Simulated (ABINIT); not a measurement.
# TiC (Fm-3m) in ABINIT: a series of runs

The runs below take TiC through single point, with PBEsol.

Everything below comes from runs of ABINIT 10.8.3 (patched build). Logs are shortened: lines on timing, memory, paths and dates and some standing lists are left out, and cuts for length are marked. The log counts tension as positive stress, the text compression.

### Step 1. The crystal as given

Symmetry: Fm-3m, No. 225, cubic system. The conventional cell has a = 4.331 Å, b = 4.331 Å, c = 4.331 Å, α = 90.00°, β = 90.00°, γ = 90.00°. Ti (site symmetry m-3m) has 6 C at 2.17 Å as nearest neighbours. Around C (site symmetry m-3m) lie 6 Ti at 2.17 Å.

The cell is a database's computed one.

### Step 2. Single point, PBEsol

The input, run.abi:

```
# Pseudopotentials
pp_dirpath "./"
pseudos "Ti.upf, C.upf"

# Structure
acell 5.7878323139 5.7878323139 5.7878323139
rprim
     0.0000000000     0.7071067812     0.7071067812
     0.7071067812     0.0000000000     0.7071067812
     0.7071067812     0.7071067812     0.0000000000
ntypat 2
znucl 22 6
natom 2
typat 1 2
xred
     0.0000000000     0.0000000000     0.0000000000
     0.5000000000     0.5000000000     0.5000000000

# Plane-wave basis
ecut 42.0

# k points
kptopt 1
ngkpt 11 11 11
nshiftk 1
shiftk 0.0 0.0 0.0

# Exchange and correlation
ixc -116133

# Bands and occupations
nband 12
occopt 3
tsmear 0.00183747

# SCF cycle
nstep 100
tolvrs 1.0e-10

# Output
iomode 3
prtwf 0
prtden 0
prteig 0
prtebands 0
enunit 1
```

Potentials or basis: PseudoDojo NC SR PBEsol v0.4.1 standard.

On the command line:

```sh
abinit run.abi > log 2>&1
```

run.abo:

```text
.Version 10.8.3 of ABINIT
 Symmetries : space group Fm -3 m (#225); Bravais cF (face-center cubic)
================================================================================
 Values of the parameters that define the memory need of the present run
     intxc =       0    ionmov =       0      iscf =       7    lmnmax =       6
     lnmax =       6     mgfft =      36  mpssoang =       3    mqgrid =    3001
     natom =       2  nloc_mem =       1    nspden =       1   nspinor =       1
    nsppol =       1      nsym =      48    n1xccc =    2501    ntypat =       2
    occopt =       3   xclevel =       2
       mpw =        1804          nfft =       46656          nkpt =          56
================================================================================
================================================================================

--------------------------------------------------------------------------------
------------- Echo of variables that govern the present computation ------------
--------------------------------------------------------------------------------
 -outvars: echo values of preprocessed input variables --------
            acell      5.7878323139E+00  5.7878323139E+00  5.7878323139E+00 Bohr
              amu      4.78800000E+01  1.20110000E+01
             ecut      4.20000000E+01 Hartree
           enunit           1
                       outvar_i_n : Printing only first  50 k-points.
              ixc     -116133
                       outvar_i_n : Printing only first  50 k-points.
         kptrlatt       11    0    0      0   11    0      0    0   11
          kptrlen      6.36661555E+01
            natom           2
            nband          12
            ngfft          36      36      36
             nkpt          56
            nstep         100
             nsym          48
           ntypat           2
                       prtocc : prtvol=0, do not print more k-points.
           occopt           3
           prtden           0
        prtebands           0
           prteig           0
            prtwf           0
            rprim      0.0000000000E+00  7.0710678120E-01  7.0710678120E-01
                       7.0710678120E-01  0.0000000000E+00  7.0710678120E-01
                       7.0710678120E-01  7.0710678120E-01  0.0000000000E+00
          spgroup         225
           tolvrs      1.00000000E-10
           tsmear      1.83747000E-03 Hartree
            typat      1  2
                       outvars : Printing only first  50 k-points.
           xangst      0.0000000000E+00  0.0000000000E+00  0.0000000000E+00
                       2.1657188423E+00  2.1657188423E+00  2.1657188423E+00
            xcart      0.0000000000E+00  0.0000000000E+00  0.0000000000E+00
                       4.0926154776E+00  4.0926154776E+00  4.0926154776E+00
             xred      0.0000000000E+00  0.0000000000E+00  0.0000000000E+00
                       5.0000000000E-01  5.0000000000E-01  5.0000000000E-01
            znucl       22.00000    6.00000

================================================================================
[... 91 lines left out ...]
...

 Integrated electronic density in atomic spheres:
 ------------------------------------------------
 Atom  Sphere_radius  Integrated_density
    1        2.00000          9.53997116
    2        2.00000          3.88140048
================================================================================

 ----iterations are completed or convergence reached----

 Mean square residual over all n,k,spin=   22.490E-07; max=  30.014E-05
 reduced coordinates (array xred) for    2 atoms
       0.000000000000      0.000000000000      0.000000000000
       0.500000000000      0.500000000000      0.500000000000
 rms dE/dt=  0.0000E+00; max dE/dt=  0.0000E+00; dE/dt below (all hartree)
    1       0.000000000000      0.000000000000      0.000000000000
    2       0.000000000000      0.000000000000      0.000000000000

 cartesian coordinates (angstrom) at end:
    1      0.00000000000000     0.00000000000000     0.00000000000000
    2      2.16571884226937     2.16571884226937     2.16571884226937

 cartesian forces (hartree/bohr) at end:
    1     -0.00000000000000    -0.00000000000000    -0.00000000000000
    2     -0.00000000000000    -0.00000000000000    -0.00000000000000
 frms,max,avg= 0.0000000E+00 0.0000000E+00   0.000E+00  0.000E+00  0.000E+00 h/b

 cartesian forces (eV/Angstrom) at end:
    1     -0.00000000000000    -0.00000000000000    -0.00000000000000
    2     -0.00000000000000    -0.00000000000000    -0.00000000000000
 frms,max,avg= 0.0000000E+00 0.0000000E+00   0.000E+00  0.000E+00  0.000E+00 e/A
 length scales=  5.787832313900  5.787832313900  5.787832313900 bohr
              =  3.062788958966  3.062788958966  3.062788958966 angstroms
 Fermi (or HOMO) energy (eV) =  10.88841   Average Vxc (eV)= -12.99543
 Eigenvalues (   eV  ) for nkpt=  56  k points:
 kpt#   1, nband= 12, wtk=  0.00075, kpt=  0.0000  0.0000  0.0000 (reduced coord)
 -45.47541  -21.62008  -21.62008  -21.62008   -1.55434   11.50419   11.50419   11.50419
  12.53251   12.53251   12.58665   12.58667
 prteigrs : prtvol=0 or 1, do not print more k-points.

--- !EnergyTerms
iteration_state     : {dtset: 1, }
comment             : Components of total free energy in Hartree
kinetic             :  2.72189099701393E+01
hartree             :  1.13738193511977E+01
xc                  : -1.07741890054727E+01
Ewald energy        : -5.12015050882344E+01
psp_core            :  2.23118869731772E+00
local_psp           : -4.46321559103920E+01
non_local_psp       :  4.10260553999382E-01
internal            : -6.53736714314451E+01
'-kT*entropy'       : -8.73796176432187E-05
total_energy        : -6.53737588110627E+01
total_energy_eV     : -1.77891060135943E+03
band_energy         : -6.30195228396819E+00
...

 Cartesian components of stress tensor (hartree/bohr^3)
  sigma(1 1)=  2.22309550E-04  sigma(3 2)=  0.00000000E+00
  sigma(2 2)=  2.22309550E-04  sigma(3 1)=  0.00000000E+00
  sigma(3 3)=  2.22309550E-04  sigma(2 1)=  0.00000000E+00

-Cartesian components of stress tensor (GPa)         [Pressure= -6.5406E+00 GPa]
- sigma(1 1)=  6.54057278E+00  sigma(3 2)=  0.00000000E+00
- sigma(2 2)=  6.54057278E+00  sigma(3 1)=  0.00000000E+00
- sigma(3 3)=  6.54057278E+00  sigma(2 1)=  0.00000000E+00

== END DATASET(S) ==============================================================
================================================================================

 -outvars: echo values of variables after computation  --------
            acell      5.7878323139E+00  5.7878323139E+00  5.7878323139E+00 Bohr
           etotal     -6.5373758811E+01
            fcart     -0.0000000000E+00 -0.0000000000E+00 -0.0000000000E+00
                      -0.0000000000E+00 -0.0000000000E+00 -0.0000000000E+00
            rprim      0.0000000000E+00  7.0710678120E-01  7.0710678120E-01
                       7.0710678120E-01  0.0000000000E+00  7.0710678120E-01
                       7.0710678120E-01  7.0710678120E-01  0.0000000000E+00
           strten      2.2230955033E-04  2.2230955033E-04  2.2230955033E-04
                       0.0000000000E+00  0.0000000000E+00  0.0000000000E+00
           xangst      0.0000000000E+00  0.0000000000E+00  0.0000000000E+00
                       2.1657188423E+00  2.1657188423E+00  2.1657188423E+00
             xred      0.0000000000E+00  0.0000000000E+00  0.0000000000E+00
                       5.0000000000E-01  5.0000000000E-01  5.0000000000E-01
 Calculation completed.
```

It took 34 s on 1 thread of Intel Xeon 6975P-C (Granite Rapids), shared host; peak memory 0.08 GiB.

What came out:

```
Free energy                                           : -1778.9106 eV
Pressure                                              : -6.5 GPa
Band gap on the k mesh                                : none (metal or under the smearing width)
Valence electrons inside the program's atomic spheres : Ti 9.54; C 3.88
```

### Step 3. Single point, PBEsol

run.abi is that of step 2.

Potentials or basis: PseudoDojo NC SR PBEsol v0.4 stringent.

On the command line:

```sh
abinit run.abi > log 2>&1
```

run.abo:

```text
.Version 10.8.3 of ABINIT
 Symmetries : space group Fm -3 m (#225); Bravais cF (face-center cubic)
================================================================================
 Values of the parameters that define the memory need of the present run
     intxc =       0    ionmov =       0      iscf =       7    lmnmax =       6
     lnmax =       6     mgfft =      36  mpssoang =       3    mqgrid =    3001
     natom =       2  nloc_mem =       1    nspden =       1   nspinor =       1
    nsppol =       1      nsym =      48    n1xccc =    2501    ntypat =       2
    occopt =       3   xclevel =       2
       mpw =        1804          nfft =       46656          nkpt =          56
================================================================================
================================================================================

--------------------------------------------------------------------------------
------------- Echo of variables that govern the present computation ------------
--------------------------------------------------------------------------------
 -outvars: echo values of preprocessed input variables --------
            acell      5.7878323139E+00  5.7878323139E+00  5.7878323139E+00 Bohr
              amu      4.78800000E+01  1.20110000E+01
             ecut      4.20000000E+01 Hartree
           enunit           1
                       outvar_i_n : Printing only first  50 k-points.
              ixc     -116133
                       outvar_i_n : Printing only first  50 k-points.
         kptrlatt       11    0    0      0   11    0      0    0   11
          kptrlen      6.36661555E+01
            natom           2
            nband          12
            ngfft          36      36      36
             nkpt          56
            nstep         100
             nsym          48
           ntypat           2
                       prtocc : prtvol=0, do not print more k-points.
           occopt           3
           prtden           0
        prtebands           0
           prteig           0
            prtwf           0
            rprim      0.0000000000E+00  7.0710678120E-01  7.0710678120E-01
                       7.0710678120E-01  0.0000000000E+00  7.0710678120E-01
                       7.0710678120E-01  7.0710678120E-01  0.0000000000E+00
          spgroup         225
           tolvrs      1.00000000E-10
           tsmear      1.83747000E-03 Hartree
            typat      1  2
                       outvars : Printing only first  50 k-points.
           xangst      0.0000000000E+00  0.0000000000E+00  0.0000000000E+00
                       2.1657188423E+00  2.1657188423E+00  2.1657188423E+00
            xcart      0.0000000000E+00  0.0000000000E+00  0.0000000000E+00
                       4.0926154776E+00  4.0926154776E+00  4.0926154776E+00
             xred      0.0000000000E+00  0.0000000000E+00  0.0000000000E+00
                       5.0000000000E-01  5.0000000000E-01  5.0000000000E-01
            znucl       22.00000    6.00000

================================================================================

 chkinp: Checking input parameters for consistency.

================================================================================
== DATASET  1 ==================================================================

--- !DatasetInfo
iteration_state: {dtset: 1, }
dimensions: {natom: 2, nkpt: 56, mband: 12, nsppol: 1, nspinor: 1, nspden: 1, mpw: 1804, }
cutoff_energies: {ecut:  42.0, pawecutdg:  -1.0, }
electrons: {nelect:   1.60000000E+01, charge:   0.00000000E+00, occopt:   3.00000000E+00, tsmear:   1.83747000E-03, }
meta: {optdriver: 0, ionmov: 0, optcell: 0, iscf: 7, paral_kgb: 0, }
...

 Real(R)+Recip(G) space primitive vectors, cartesian coordinates (Bohr,Bohr^-1):
 R(1)=  0.0000000  4.0926155  4.0926155  G(1)= -0.1221713  0.1221713  0.1221713
 R(2)=  4.0926155  0.0000000  4.0926155  G(2)=  0.1221713 -0.1221713  0.1221713
 R(3)=  4.0926155  4.0926155  0.0000000  G(3)=  0.1221713  0.1221713 -0.1221713
[... 50 lines left out ...]
lattice_vectors:
- [  0.0000000,   4.0926155,   4.0926155, ]
- [  4.0926155,   0.0000000,   4.0926155, ]
- [  4.0926155,   4.0926155,   0.0000000, ]
lattice_lengths: [   5.78783,    5.78783,    5.78783, ]
lattice_angles: [ 60.000,  60.000,  60.000, ] # degrees, (23, 13, 12)
lattice_volume:   1.3709854E+02
convergence: {deltae: -1.218E-11, res2:  3.399E-11, residm:  3.001E-04, diffor: null, }
etotal    :  -6.53737588E+01
entropy   :   0.00000000E+00
fermie    :   4.00141798E-01
cartesian_stress_tensor: # hartree/bohr^3
- [  2.22309550E-04,   0.00000000E+00,   0.00000000E+00, ]
- [  0.00000000E+00,   2.22309550E-04,   0.00000000E+00, ]
- [  0.00000000E+00,   0.00000000E+00,   2.22309550E-04, ]
pressure_GPa:  -6.5406E+00
xred      :
- [  0.0000E+00,   0.0000E+00,   0.0000E+00, Ti]
- [  5.0000E-01,   5.0000E-01,   5.0000E-01,  C]
cartesian_forces: # hartree/bohr
- [ -0.00000000E+00,  -0.00000000E+00,  -0.00000000E+00, ]
- [ -0.00000000E+00,  -0.00000000E+00,  -0.00000000E+00, ]
force_length_stats: {min:   0.00000000E+00, max:   0.00000000E+00, mean:   0.00000000E+00, }
...

 Integrated electronic density in atomic spheres:
 ------------------------------------------------
 Atom  Sphere_radius  Integrated_density
    1        2.00000          9.53997116
    2        2.00000          3.88140048
================================================================================

 ----iterations are completed or convergence reached----

 Mean square residual over all n,k,spin=   22.490E-07; max=  30.014E-05
 reduced coordinates (array xred) for    2 atoms
       0.000000000000      0.000000000000      0.000000000000
       0.500000000000      0.500000000000      0.500000000000
 rms dE/dt=  0.0000E+00; max dE/dt=  0.0000E+00; dE/dt below (all hartree)
    1       0.000000000000      0.000000000000      0.000000000000
    2       0.000000000000      0.000000000000      0.000000000000

 cartesian coordinates (angstrom) at end:
    1      0.00000000000000     0.00000000000000     0.00000000000000
    2      2.16571884226937     2.16571884226937     2.16571884226937

 cartesian forces (hartree/bohr) at end:
    1     -0.00000000000000    -0.00000000000000    -0.00000000000000
    2     -0.00000000000000    -0.00000000000000    -0.00000000000000
 frms,max,avg= 0.0000000E+00 0.0000000E+00   0.000E+00  0.000E+00  0.000E+00 h/b

 cartesian forces (eV/Angstrom) at end:
    1     -0.00000000000000    -0.00000000000000    -0.00000000000000
    2     -0.00000000000000    -0.00000000000000    -0.00000000000000
 frms,max,avg= 0.0000000E+00 0.0000000E+00   0.000E+00  0.000E+00  0.000E+00 e/A
 length scales=  5.787832313900  5.787832313900  5.787832313900 bohr
              =  3.062788958966  3.062788958966  3.062788958966 angstroms
 Fermi (or HOMO) energy (eV) =  10.88841   Average Vxc (eV)= -12.99543
 Eigenvalues (   eV  ) for nkpt=  56  k points:
 kpt#   1, nband= 12, wtk=  0.00075, kpt=  0.0000  0.0000  0.0000 (reduced coord)
 -45.47541  -21.62008  -21.62008  -21.62008   -1.55434   11.50419   11.50419   11.50419
  12.53251   12.53251   12.58665   12.58667
 prteigrs : prtvol=0 or 1, do not print more k-points.

--- !EnergyTerms
iteration_state     : {dtset: 1, }
comment             : Components of total free energy in Hartree
kinetic             :  2.72189099701393E+01
hartree             :  1.13738193511977E+01
xc                  : -1.07741890054727E+01
Ewald energy        : -5.12015050882344E+01
psp_core            :  2.23118869731772E+00
local_psp           : -4.46321559103920E+01
non_local_psp       :  4.10260553999382E-01
internal            : -6.53736714314451E+01
'-kT*entropy'       : -8.73796176432187E-05
total_energy        : -6.53737588110627E+01
total_energy_eV     : -1.77891060135943E+03
band_energy         : -6.30195228396819E+00
...

 Cartesian components of stress tensor (hartree/bohr^3)
  sigma(1 1)=  2.22309550E-04  sigma(3 2)=  0.00000000E+00
  sigma(2 2)=  2.22309550E-04  sigma(3 1)=  0.00000000E+00
  sigma(3 3)=  2.22309550E-04  sigma(2 1)=  0.00000000E+00

-Cartesian components of stress tensor (GPa)         [Pressure= -6.5406E+00 GPa]
- sigma(1 1)=  6.54057278E+00  sigma(3 2)=  0.00000000E+00
- sigma(2 2)=  6.54057278E+00  sigma(3 1)=  0.00000000E+00
- sigma(3 3)=  6.54057278E+00  sigma(2 1)=  0.00000000E+00

== END DATASET(S) ==============================================================
================================================================================

 -outvars: echo values of variables after computation  --------
            acell      5.7878323139E+00  5.7878323139E+00  5.7878323139E+00 Bohr
           etotal     -6.5373758811E+01
            fcart     -0.0000000000E+00 -0.0000000000E+00 -0.0000000000E+00
                      -0.0000000000E+00 -0.0000000000E+00 -0.0000000000E+00
            rprim      0.0000000000E+00  7.0710678120E-01  7.0710678120E-01
                       7.0710678120E-01  0.0000000000E+00  7.0710678120E-01
                       7.0710678120E-01  7.0710678120E-01  0.0000000000E+00
           strten      2.2230955033E-04  2.2230955033E-04  2.2230955033E-04
                       0.0000000000E+00  0.0000000000E+00  0.0000000000E+00
           xangst      0.0000000000E+00  0.0000000000E+00  0.0000000000E+00
                       2.1657188423E+00  2.1657188423E+00  2.1657188423E+00
             xred      0.0000000000E+00  0.0000000000E+00  0.0000000000E+00
                       5.0000000000E-01  5.0000000000E-01  5.0000000000E-01
 Calculation completed.
```

Run time: 34 s. Hardware: 1 thread of Intel Xeon 6975P-C (Granite Rapids), shared host; peak memory 0.08 GiB.

What came out:

```
Free energy                                           : -1778.9106 eV
Pressure                                              : -6.5 GPa
Band gap on the k mesh                                : none (metal or under the smearing width)
Valence electrons inside the program's atomic spheres : Ti 9.54; C 3.88
```

Levels at points of the mesh, in eV from the Fermi level:
```csv
k point,band 5,band 6,band 7,band 8,band 9,band 10,band 11,band 12
"(0.00, 0.00, 0.00)",-12.44,0.62,0.62,0.62,1.64,1.64,1.70,1.70
```

### Step 4. Single point, PBEsol

Changes to run.abi since step 3:

```diff
@@ -2,3 +2,3 @@
 pp_dirpath "./"
-pseudos "Ti.upf, C.upf"
+pseudos "Ti.GGA_PBE-JTH.xml, C.GGA_PBE-JTH.xml"
 
@@ -19,3 +19,5 @@
 # Plane-wave basis
-ecut 42.0
+ecut 19.0
+pawecutdg 38.0
+pawxcdev 0
 
@@ -37,3 +39,3 @@
 nstep 100
-tolvrs 1.0e-10
+tolvrs 1.0e-9
```

Potentials or basis: JTH PAW PBE v2.0.

On the command line:

```sh
abinit run.abi > log 2>&1
```

Run time: 14 s. Hardware: 1 thread of Intel Xeon 6975P-C (Granite Rapids), shared host; peak memory 0.1 GiB.

The run converged. Its results:

```
Free energy                                           : -1752.0683 eV
Pressure                                              : -6.0 GPa
Band gap on the k mesh                                : none (metal or under the smearing width)
Valence electrons inside the program's atomic spheres : Ti 10.37; C 2.41
```

Levels at points of the mesh, in eV from the Fermi level:
```
           k point  band 6  band 7  band 8  band 9  band 10  band 11
(0.00, 0.00, 0.00)    0.61    0.61    0.61    1.65     1.65     1.66
```

Caveat: the PAW data sets were made with another functional, which shifts forces and pressure a little.

### Step 5. The runs side by side

| potentials or basis | cutoff (eV) | fine-grid cutoff | gap on the mesh (eV) | pressure (GPa) |
| --- | --- | --- | --- | --- |
| PseudoDojo NC SR PBEsol v0.4.1 standard | 1143 | - | none | -6.5 |
| PseudoDojo NC SR PBEsol v0.4 stringent | 1143 | - | none | -6.5 |
| JTH PAW PBE v2.0 | 517 | 1034.03 eV | none | -6.0 |

Alike in all rows: task single point; level PBEsol; no spin polarisation; cell as given; k mesh 11 × 11 × 11; smearing fermi-dirac 0.05 eV.

Caveats: the PAW data sets were made with another functional, which shifts forces and pressure a little (some runs).

Absolute energies hang on the potentials; compare differences alone.
